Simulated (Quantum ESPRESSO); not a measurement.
# Al2Pt (Fm-3m) in Quantum ESPRESSO: notebook

One crystal, Al2Pt, is run at these levels: PBEsol; tasks: single point, equation of state.

All numbers are computed with Quantum ESPRESSO 7.5; they aren't measurements. Logs are shortened: lines on timing, memory, paths and dates and some standing lists are left out, and cuts for length are marked.

**1. The crystal as given**

Symmetry: Fm-3m, No. 225, cubic system. Conventional cell: a = 5.910 Å, b = 5.910 Å, c = 5.910 Å, α = 90.00°, β = 90.00°, γ = 90.00°. Pt (site symmetry m-3m) has 8 Al at 2.56 Å as nearest neighbours. Around Al (site symmetry -43m) lie 4 Pt at 2.56 Å.

**2. Single point, PBEsol, 16.17 Å³/atom**

pw.in

```
&CONTROL
  calculation = 'scf'
  prefix = 'pwscf'
  outdir = './tmp'
  pseudo_dir = './pseudo'
  tstress = .true.
  disk_io = 'nowf'
/
&SYSTEM
  ibrav = 0
  nat = 3
  ntyp = 2
  ecutwfc = 45
  ecutrho = 360
  nbnd = 18
  occupations = 'smearing'
  smearing = 'fd'
  degauss = 0.00367493
/
&ELECTRONS
  conv_thr = 6d-10
  electron_maxstep = 120
  mixing_beta = 0.5
/
ATOMIC_SPECIES
Pt   195.0840 pt_pbesol_v1.4.uspp.F.UPF
Al    26.9815 al_pbesol_v1.uspp.F.UPF
CELL_PARAMETERS angstrom
   0.0000000000    2.8946769513    2.8946769513
   2.8946769513    0.0000000000    2.8946769513
   2.8946769513    2.8946769513    0.0000000000
ATOMIC_POSITIONS crystal
Pt     0.0000000000    0.0000000000    0.0000000000
Al     0.7500000000    0.7500000000    0.7500000000
Al     0.2500000000    0.2500000000    0.2500000000
K_POINTS automatic
8 8 8 0 0 0
```

Potentials or basis: GBRV 1.5 PBEsol.

Command:

```sh
> OMP_NUM_THREADS=1 mpirun -n 2 pw.x -nk 2 -in pw.in > pw.out
```

pw.out:

```text
This program is part of the open-source Quantum ESPRESSO suite
     for quantum simulation of materials; please cite
[... 13 lines left out ...]
     --------------------
     sticks:   dense  smooth     PW     G-vecs:    dense   smooth      PW
     Sum        1495     745    223                37917    13371    2229

     Using Slab Decomposition

     bravais-lattice index     =            0
     lattice parameter (alat)  =       7.7360  a.u.
     unit-cell volume          =     327.3610 (a.u.)^3
     number of atoms/cell      =            3
     number of atomic types    =            2
     number of electrons       =        22.00
     number of Kohn-Sham states=           18
     kinetic-energy cutoff     =      45.0000  Ry
     charge density cutoff     =     360.0000  Ry
     scf convergence threshold =      6.0E-10
     mixing beta               =       0.5000
     number of iterations used =            8  plain     mixing
     Exchange-correlation= SLA  PW   PSX  PSC
                           (   1   4  10   8   0   0   0)

     celldm(1)=   7.735956  celldm(2)=   0.000000  celldm(3)=   0.000000
     celldm(4)=   0.000000  celldm(5)=   0.000000  celldm(6)=   0.000000

     crystal axes: (cart. coord. in units of alat)
               a(1) = (   0.000000   0.707107   0.707107 )
               a(2) = (   0.707107   0.000000   0.707107 )
               a(3) = (   0.707107   0.707107   0.000000 )

     reciprocal axes: (cart. coord. in units 2 pi/alat)
               b(1) = ( -0.707107  0.707107  0.707107 )
               b(2) = (  0.707107 -0.707107  0.707107 )
               b(3) = (  0.707107  0.707107 -0.707107 )

     PseudoPot. # 1 for Pt read from file:
     pt_pbesol_v1.4.uspp.F.UPF
     Pseudo is Ultrasoft + core correction, Zval = 16.0
     Generated by new atomic code, or converted to UPF format
     Using radial grid of  985 points,  6 beta functions with:
                l(1) =   0
                l(2) =   0
                l(3) =   1
                l(4) =   1
                l(5) =   2
                l(6) =   2
     Q(r) pseudized with  8 coefficients,  rinner =    1.300   1.300   1.300
                                                       1.300   1.300

     PseudoPot. # 2 for Al read from file:
     al_pbesol_v1.uspp.F.UPF
     Pseudo is Ultrasoft + core correction, Zval =  3.0
     Generated by new atomic code, or converted to UPF format
     Using radial grid of  893 points,  3 beta functions with:
                l(1) =   0
                l(2) =   1
                l(3) =   2
     Q(r) pseudized with  8 coefficients,  rinner =    0.900   0.900   0.900
                                                       0.900   0.900

     atomic species   valence    mass     pseudopotential
     Pt               16.00   195.08400     Pt( 1.00)
     Al                3.00    26.98150     Al( 1.00)

     48 Sym. Ops., with inversion, found

   Cartesian axes

     site n.     atom                  positions (alat units)
         1        Pt     tau(   1) = (   0.0000000   0.0000000   0.0000000  )
         2        Al     tau(   2) = (   1.0606602   1.0606602   1.0606602  )
         3        Al     tau(   3) = (   0.3535534   0.3535534   0.3535534  )

     number of k points=    29  Fermi-Dirac smearing, width (Ry)=  0.0037
                       cart. coord. in units 2pi/alat
        k(    1) = (   0.0000000   0.0000000   0.0000000), wk =   0.0039062
        k(    2) = (   0.0883883   0.0883883  -0.0883883), wk =   0.0312500
        k(    3) = (   0.1767767   0.1767767  -0.1767767), wk =   0.0312500
        k(    4) = (   0.2651650   0.2651650  -0.2651650), wk =   0.0312500
        k(    5) = (  -0.3535534  -0.3535534   0.3535534), wk =   0.0156250
        k(    6) = (   0.1767767   0.0000000   0.0000000), wk =   0.0234375
[... 21 lines left out ...]
        k(   28) = (  -0.7071068   0.1767767  -0.0000000), wk =   0.0468750
        k(   29) = (  -0.7071068   0.3535534   0.0000000), wk =   0.0234375

     Dense  grid:    37917 G-vectors     FFT dimensions: (  48,  48,  48)

     Smooth grid:    13371 G-vectors     FFT dimensions: (  36,  36,  36)

     Initial potential from superposition of free atoms

     starting charge      21.4953, renormalised to      22.0000

     negative rho (up, down):  1.814E-01 0.000E+00
     Starting wfcs are   20 randomized atomic wfcs

     Self-consistent Calculation

     iteration #  1     ecut=    45.00 Ry     beta= 0.50
     Davidson diagonalization with overlap
     ethr =  1.00E-02,  avg # of iterations =  4.2

     negative rho (up, down):  1.660E-01 0.000E+00

     total energy              =    -223.02300163 Ry
     estimated scf accuracy    <       2.29643728 Ry

     iteration #  2     ecut=    45.00 Ry     beta= 0.50
     Davidson diagonalization with overlap
     ethr =  1.00E-02,  avg # of iterations =  2.1

     negative rho (up, down):  1.703E-01 0.000E+00

     total energy              =    -223.87677811 Ry
     estimated scf accuracy    <       1.49031471 Ry

     iteration #  3     ecut=    45.00 Ry     beta= 0.50
     Davidson diagonalization with overlap
     ethr =  6.77E-03,  avg # of iterations =  1.8

     negative rho (up, down):  1.681E-01 0.000E+00

     total energy              =    -224.04728751 Ry
     estimated scf accuracy    <       0.04120962 Ry

     iteration #  4     ecut=    45.00 Ry     beta= 0.50
     Davidson diagonalization with overlap
     ethr =  1.87E-04,  avg # of iterations =  2.8

     negative rho (up, down):  1.678E-01 0.000E+00

     total energy              =    -224.05975015 Ry
     estimated scf accuracy    <       0.04186860 Ry

     iteration #  5     ecut=    45.00 Ry     beta= 0.50
     Davidson diagonalization with overlap
     ethr =  1.87E-04,  avg # of iterations =  1.8

     negative rho (up, down):  1.684E-01 0.000E+00

     total energy              =    -224.06614843 Ry
     estimated scf accuracy    <       0.00022871 Ry

     iteration #  6     ecut=    45.00 Ry     beta= 0.50
     Davidson diagonalization with overlap
     ethr =  1.04E-06,  avg # of iterations =  4.3

     negative rho (up, down):  1.684E-01 0.000E+00

     total energy              =    -224.06623079 Ry
     estimated scf accuracy    <       0.00001028 Ry

[... 44 lines left out ...]
     7.9798  13.6908  15.3335  15.3335  15.6361  18.0201  18.1073  18.1073
    18.3217  18.3217

          k = 0.1768 0.1768-0.1768 (  1657 PWs)   bands (ev):

   -41.3735 -41.3718 -41.3718   2.1325   6.1521   6.7914   6.7914   7.9851
     7.9851  11.0489  14.3264  14.3264  16.0025  17.6490  17.6682  17.6682
    19.5474  19.5474

          k = 0.2652 0.2652-0.2652 (  1667 PWs)   bands (ev):

   -41.3750 -41.3721 -41.3721   3.0685   5.8211   6.8822   6.8822   8.1343
     8.1343   8.9428  13.3856  13.3856  15.9126  17.4439  17.4439  17.7730
    21.0081  21.0081

          k =-0.3536-0.3536 0.3536 (  1676 PWs)   bands (ev):

   -41.3755 -41.3722 -41.3722   3.6855   5.5803   6.8956   6.8956   8.0477
     8.2536   8.2536  12.9886  12.9886  15.7952  17.3820  17.3820  17.8847
    21.8667  21.8667

          k = 0.1768 0.0000 0.0000 (  1683 PWs)   bands (ev):

   -41.3721 -41.3717 -41.3717   1.5593   6.3856   6.6750   6.6750   7.8451
     8.0797  14.3618  14.3618  14.6194  15.3753  16.9986  18.3024  18.6919
    18.6920  19.5671

          k = 0.2652 0.0884-0.0884 (  1670 PWs)   bands (ev):

   -41.3731 -41.3720 -41.3719   2.0744   6.1643   6.8223   6.8308   7.7283
     8.1462  11.8384  13.4390  14.1268  15.8234  16.8377  18.3581  18.6217
    18.8617  20.7127

          k = 0.3536 0.1768-0.1768 (  1671 PWs)   bands (ev):

   -41.3745 -41.3722 -41.3722   2.9458   5.8869   6.8856   6.9641   7.8674
     8.2490   9.5014  12.7396  13.1340  15.6987  18.1173  18.2417  18.4093
    18.6618  22.1246

          k =-0.2652-0.4419 0.4419 (  1673 PWs)   bands (ev):

   -41.3753 -41.3725 -41.3723   3.8112   5.6188   6.8397   7.0144   8.0415
     8.2499   8.2645  12.2674  12.5711  15.6018  17.7645  18.1315  18.6568
    20.3868  22.1207

          k =-0.1768-0.3536 0.3536 (  1668 PWs)   bands (ev):

   -41.3751 -41.3726 -41.3722   3.5730   5.7151   6.8212   7.0276   8.0320
     8.1369   8.6281  11.9719  13.1640  15.7387  17.5964  17.8750  18.9304
    20.7606  20.9166

          k =-0.0884-0.2652 0.2652 (  1663 PWs)   bands (ev):

   -41.3740 -41.3724 -41.3719   2.6212   6.0016   6.8119   6.9542   7.8109
     8.1928  10.2292  12.3618  14.3133  16.1912  17.3355  17.5895  19.0978
    19.2466  19.5492

          k = 0.0000-0.1768 0.1768 (  1683 PWs)   bands (ev):

   -41.3728 -41.3720 -41.3717   1.8529   6.2672   6.7307   6.7589   7.8436
     8.0699  12.4772  13.2686  15.4980  16.3303  17.0797  17.7255  17.8708
    18.8510  19.1658

          k = 0.3536 0.0000 0.0000 (  1700 PWs)   bands (ev):

   -41.3735 -41.3723 -41.3723   2.4511   6.0058   7.0250   7.0250   7.4310
     8.2668  12.0233  12.4719  12.4719  15.4416  15.8473  19.7692  19.7692
    19.8721  20.9063

          k = 0.4419 0.0884-0.0884 (  1670 PWs)   bands (ev):

   -41.3744 -41.3727 -41.3726   3.2186   5.8086   6.9654   7.2357   7.5768
     8.3601   9.9181  11.7696  11.8858  15.5330  16.3106  19.3302  19.9020
    20.5502  21.9971

          k =-0.1768-0.5303 0.5303 (  1667 PWs)   bands (ev):

   -41.3749 -41.3732 -41.3726   4.1857   5.6430   6.7011   7.3443   8.0771
     8.2095   8.3030  11.0703  11.6526  15.4938  17.7628  18.6486  19.5830
    20.9606  22.5559

          k =-0.0884-0.4419 0.4419 (  1664 PWs)   bands (ev):

   -41.3748 -41.3736 -41.3725   4.3828   5.6875   6.6144   7.3743   7.5197
     7.9729   8.9433  10.3827  12.2758  15.5649  18.2203  18.9829  19.3246
    21.2647  21.3083

          k = 0.0000-0.3536 0.3536 (  1658 PWs)   bands (ev):

   -41.3744 -41.3733 -41.3722   3.4746   5.8472   6.7324   7.2497   7.7264
     8.1294   9.5269  10.6598  13.3347  15.8284  17.9572  18.3823  19.2999
    19.7923  21.5018

          k = 0.5303-0.0000 0.0000 (  1672 PWs)   bands (ev):

   -41.3749 -41.3729 -41.3729   3.8610   5.6679   6.8542   7.5643   7.5643
     8.4665   9.4955  10.9359  10.9359  15.4716  15.5050  20.3446  21.3678
    21.3678  22.0398

          k =-0.0884-0.6187 0.6187 (  1671 PWs)   bands (ev):

   -41.3752 -41.3733 -41.3730   4.7767   5.5806   6.3747   7.7561   8.0331
     8.2584   8.4083  10.3656  10.7033  15.4705  16.1170  19.6301  21.5418
    22.7009  22.7467

          k = 0.0000-0.5303 0.5303 (  1666 PWs)   bands (ev):

   -41.3748 -41.3739 -41.3728   5.1741   5.7928   6.0257   7.3873   7.7392
     8.0637   8.7565   9.8665  11.2976  15.4838  17.5735  18.8988  20.9368
    21.4422  22.2663

          k =-0.7071 0.0000 0.0000 (  1660 PWs)   bands (ev):

   -41.3755 -41.3731 -41.3731   5.2860   5.5377   5.9488   7.9370   7.9370
     8.3584   8.5534  10.2208  10.2208  15.4013  15.5310  20.1102  23.1806
    23.1806  23.4407

          k = 0.3536 0.1768 0.0000 (  1668 PWs)   bands (ev):

   -41.3739 -41.3726 -41.3721   2.7150   5.9633   6.8683   7.0692   7.6367
     8.2601  10.5945  11.8036  13.4706  16.3460  16.5072  18.1592  19.0020
    20.3232  20.7921

          k =-0.2652-0.4419 0.6187 (  1663 PWs)   bands (ev):

   -41.3747 -41.3731 -41.3724   3.6574   5.7638   6.7712   7.2432   7.8581
     8.1459   9.0301  11.0680  12.5742  16.0928  17.3595  18.3578  19.4309
    20.2637  21.8190

          k =-0.1768-0.3536 0.5303 (  1676 PWs)   bands (ev):

   -41.3751 -41.3732 -41.3725   4.3157   5.6073   6.7060   7.2570   7.5764
     8.2366   8.5349  10.9744  12.0785  15.9499  17.4682  19.0549  19.4519
    20.6213  21.3840

          k =-0.1768-0.5303 0.7071 (  1662 PWs)   bands (ev):

   -41.3748 -41.3732 -41.3728   4.0732   5.6770   6.7098   7.5741   7.7818
     8.1975   9.0082  10.4959  11.4940  16.1315  16.2479  18.7619  21.0999
    21.3083  22.1749

          k =-0.0884-0.4419 0.6187 (  1671 PWs)   bands (ev):

   -41.3748 -41.3738 -41.3729   4.9833   5.6252   6.4315   7.1930   7.7060
     8.2853   8.6977   9.9089  11.2824  16.1823  17.6695  18.1994  20.0850
    21.3714  23.0765

          k = 0.0000-0.3536 0.5303 (  1665 PWs)   bands (ev):

   -41.3745 -41.3740 -41.3727   4.6124   5.7184   6.5756   7.2407   7.6158
     7.9912   9.3603   9.6061  11.7921  16.3374  17.5841  18.7018  19.6551
    20.5446  23.1536

          k =-0.7071 0.1768-0.0000 (  1670 PWs)   bands (ev):

   -41.3752 -41.3735 -41.3731   5.5644   5.5654   5.8359   7.5625   7.9374
     8.2730   8.4997   9.8462  10.7329  16.0714  16.1865  19.1359  21.2772
    22.5983  23.4268

          k =-0.7071 0.3536 0.0000 (  1648 PWs)   bands (ev):

   -41.3743 -41.3743 -41.3731   5.6627   5.6627   6.2808   6.4753   7.9378
     8.5000   9.0401   9.0401  11.0288  17.4345  17.4345  18.2149  18.4909
    22.3373  24.3036

     the Fermi energy is    11.9417 ev

!    total energy              =    -224.06623244 Ry
     estimated scf accuracy    <          1.7E-11 Ry
     smearing contrib. (-TS)   =      -0.00086171 Ry
     internal energy E=F+TS    =    -224.06537073 Ry

     The total energy is F=E-TS. E is the sum of the following terms:
     one-electron contribution =     -79.82986178 Ry
     hartree contribution      =      51.84478839 Ry
     xc contribution           =     -65.38552844 Ry
     ewald contribution        =    -130.69476890 Ry

     convergence has been achieved in  10 iterations

     Computing stress (Cartesian axis) and pressure

     negative rho (up, down):  1.684E-01 0.000E+00
          total   stress  (Ry/bohr**3)                   (kbar)     P=       82.80
   0.00056285   0.00000000   0.00000000           82.80        0.00        0.00
  -0.00000000   0.00056285   0.00000000           -0.00       82.80        0.00
   0.00000000   0.00000000   0.00056285            0.00        0.00       82.80

=------------------------------------------------------------------------------=
   JOB DONE.
=------------------------------------------------------------------------------=
```

Wall time 12 s (2 MPI ranks of AMD EPYC 7R43 (Zen 3), shared host); peak memory 0.28 GiB.

Results:

| Item | Value |
| --- | --- |
| Free energy | -3048.5764 eV |
| Pressure | 8.3 GPa |
| Band gap on the k mesh | none (metal or under the smearing width) |

**3. Single point, PBEsol, 16.51 Å³/atom**

pw.in, as its differences from that of step 2:

```diff
@@ -28,5 +28,5 @@
 CELL_PARAMETERS angstrom
-   0.0000000000    2.8946769513    2.8946769513
-   2.8946769513    0.0000000000    2.8946769513
-   2.8946769513    2.8946769513    0.0000000000
+   0.0000000000    2.9150626719    2.9150626719
+   2.9150626719    0.0000000000    2.9150626719
+   2.9150626719    2.9150626719    0.0000000000
 ATOMIC_POSITIONS crystal
```

Potentials or basis: GBRV 1.5 PBEsol.

Command:

```sh
> OMP_NUM_THREADS=1 mpirun -n 2 pw.x -nk 2 -in pw.in > pw.out
```

Run time: 12 s. Hardware: 2 MPI ranks of AMD EPYC 7R43 (Zen 3), shared host; peak memory 0.28 GiB.

It converged, with:

* Free energy: -3048.6194 eV
* Pressure: 4.8 GPa
* Band gap on the k mesh: none (metal or under the smearing width)

**4. Single point, PBEsol, 16.86 Å³/atom**

pw.in, as its differences from that of step 3:

```diff
@@ -28,5 +28,5 @@
 CELL_PARAMETERS angstrom
-   0.0000000000    2.9150626719    2.9150626719
-   2.9150626719    0.0000000000    2.9150626719
-   2.9150626719    2.9150626719    0.0000000000
+   0.0000000000    2.9351671877    2.9351671877
+   2.9351671877    0.0000000000    2.9351671877
+   2.9351671877    2.9351671877    0.0000000000
 ATOMIC_POSITIONS crystal
```

Command:

```sh
> OMP_NUM_THREADS=1 mpirun -n 2 pw.x -nk 2 -in pw.in > pw.out
```

Run time: 12 s. Hardware: 2 MPI ranks of AMD EPYC 7R43 (Zen 3), shared host; peak memory 0.28 GiB.

It converged, with:

* Free energy: -3048.6407 eV
* Pressure: 1.6 GPa
* Band gap on the k mesh: none (metal or under the smearing width)

**5. Single point, PBEsol, 17.20 Å³/atom**

pw.in, as its differences from that of step 4:

```diff
@@ -28,5 +28,5 @@
 CELL_PARAMETERS angstrom
-   0.0000000000    2.9351671877    2.9351671877
-   2.9351671877    0.0000000000    2.9351671877
-   2.9351671877    2.9351671877    0.0000000000
+   0.0000000000    2.9550000000    2.9550000000
+   2.9550000000    0.0000000000    2.9550000000
+   2.9550000000    2.9550000000    0.0000000000
 ATOMIC_POSITIONS crystal
```

Command:

```sh
> OMP_NUM_THREADS=1 mpirun -n 2 pw.x -nk 2 -in pw.in > pw.out
```

Run time: 13 s. Hardware: 2 MPI ranks of AMD EPYC 7R43 (Zen 3), shared host; peak memory 0.28 GiB.

The run converged. Its results:

```yaml
Free_energy: -3048.6430 eV
Pressure: -1.2 GPa
Band_gap_on_the_k_mesh: none (metal or under the smearing width)
```

**6. Single point, PBEsol, 17.55 Å³/atom**

pw.in, as its differences from that of step 5:

```diff
@@ -28,5 +28,5 @@
 CELL_PARAMETERS angstrom
-   0.0000000000    2.9550000000    2.9550000000
-   2.9550000000    0.0000000000    2.9550000000
-   2.9550000000    2.9550000000    0.0000000000
+   0.0000000000    2.9745701068    2.9745701068
+   2.9745701068    0.0000000000    2.9745701068
+   2.9745701068    2.9745701068    0.0000000000
 ATOMIC_POSITIONS crystal
```

Potentials or basis: GBRV 1.5 PBEsol.

Command:

```sh
> OMP_NUM_THREADS=1 mpirun -n 2 pw.x -nk 2 -in pw.in > pw.out
```

Run time: 12 s. Hardware: 2 MPI ranks of AMD EPYC 7R43 (Zen 3), shared host; peak memory 0.3 GiB.

It converged, with:

```yaml
Free_energy: -3048.6277 eV
Pressure: -3.8 GPa
Band_gap_on_the_k_mesh: none (metal or under the smearing width)
```

**7. Single point, PBEsol, 17.89 Å³/atom**

pw.in, as its differences from that of step 6:

```diff
@@ -28,5 +28,5 @@
 CELL_PARAMETERS angstrom
-   0.0000000000    2.9745701068    2.9745701068
-   2.9745701068    0.0000000000    2.9745701068
-   2.9745701068    2.9745701068    0.0000000000
+   0.0000000000    2.9938860383    2.9938860383
+   2.9938860383    0.0000000000    2.9938860383
+   2.9938860383    2.9938860383    0.0000000000
 ATOMIC_POSITIONS crystal
```

Command:

```sh
> OMP_NUM_THREADS=1 mpirun -n 2 pw.x -nk 2 -in pw.in > pw.out
```

Wall time 13 s (2 MPI ranks of AMD EPYC 7R43 (Zen 3), shared host); peak memory 0.28 GiB.

The run converged. Its results:

```
Free energy            : -3048.5971 eV
Pressure               : -6.0 GPa
Band gap on the k mesh : none (metal or under the smearing width)
```

**8. Single point, PBEsol, 18.23 Å³/atom**

pw.in, as its differences from that of step 7:

```diff
@@ -28,5 +28,5 @@
 CELL_PARAMETERS angstrom
-   0.0000000000    2.9938860383    2.9938860383
-   2.9938860383    0.0000000000    2.9938860383
-   2.9938860383    2.9938860383    0.0000000000
+   0.0000000000    3.0129558903    3.0129558903
+   3.0129558903    0.0000000000    3.0129558903
+   3.0129558903    3.0129558903    0.0000000000
 ATOMIC_POSITIONS crystal
```

Command:

```sh
> OMP_NUM_THREADS=1 mpirun -n 2 pw.x -nk 2 -in pw.in > pw.out
```

Wall time 13 s (2 MPI ranks of AMD EPYC 7R43 (Zen 3), shared host); peak memory 0.3 GiB.

The run converged. Its results:

| Property | Result |
| --- | --- |
| Free energy | -3048.5525 eV |
| Pressure | -8.1 GPa |
| Band gap on the k mesh | none (metal or under the smearing width) |

**9. Equation of state, PBEsol**

Potentials or basis: GBRV 1.5 PBEsol.

No new run: the results of the series are fitted here.

Results:

* Equilibrium volume: 17.07 Å³/atom
* Bulk modulus: 139 GPa
* Pressure derivative of the bulk modulus: 4.4

Energy against volume, from the lowest point:
| volume (Å³/atom) | energy (meV/atom) |
| --- | --- |
| 16.170 | 22.18 |
| 16.514 | 7.86 |
| 16.858 | 0.74 |
| 17.202 | 0.00 |
| 17.546 | 5.08 |
| 17.890 | 15.29 |
| 18.234 | 30.15 |

**10. The reference run**

An earlier run on the cell as given: functional PBE; potentials or basis SSSP 1.3 efficiency PBE; cutoff 748 eV; density cutoff 5987 eV; k mesh 8 × 8 × 8; occupations fermi-dirac, width 0.05 eV; no spin polarisation.

- Pressure: 2.4 GPa
- Band gap on the k mesh: none (metal or under the smearing width)
